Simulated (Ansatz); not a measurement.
**Notes on Ca$_{4}$Cu$_{2}$HgGe**

```
Ca Ge Hg Cu
1.0
     0.00000    5.69053    0.00000
     5.69053    0.00000    0.00000
     2.84526    2.84526   -5.46637
Ca Ge Hg Cu
4 1 1 2
Direct
  0.40000 0.40000 0.73580
  0.60000 0.13580 0.26420
  0.86420 0.86420 0.73580
  0.13580 0.60000 0.26420
  0.50000 0.50000 0.00000
  0.00000 0.00000 0.00000
  0.75000 0.25000 0.50000
  0.25000 0.75000 0.50000
```

Method: PBE, no spin polarisation; PAW, plane waves to 420 eV, 5×5×5 Γ-centred mesh, methfessel-paxton occupations (width 0.103 eV) (Ansatz 0.2.0), atoms fixed.

**Stress.** The pressure is 30.2 GPa (compression positive), so with the atoms held at these fractions the cell would first expand; the forces are large, so a full relaxation may end otherwise. The principal stresses 29.1, 30.8, 30.8 GPa differ, so its shape would change too.
**Contacts.** Ca–Ge at 2.36 Å: least valence density 0.41 e/Å³ and ELF 0.23 there. Ca–Cu at 2.39 Å: least valence density 0.34 e/Å³ and ELF 0.15 there. Ca–Hg at 2.60 Å: least valence density 0.31 e/Å³ and ELF 0.12 there. Both are smooth PAW fields, read partly inside the augmentation spheres.
**Formation energy.** 1.20 eV an atom against the elements' usual phases (free molecules for gases, crystals otherwise, with no correction for O₂ or N₂), so at this geometry it isn't bound against them. Relaxing would lower it.
**At the Fermi level.** It is a metal, with about 3.4 states/eV a cell as the mean within 0.25 eV of the Fermi level.
**Charges.** Bader charges in e: Ca +1.07, Cu -0.97, Hg -0.84, Ge -1.51. In the mean Ca gives up most and Ge takes most.

Origin: a known structure type with other elements, at an estimated volume, so it need not be a known compound. Caveats: atoms or cell far from equilibrium.
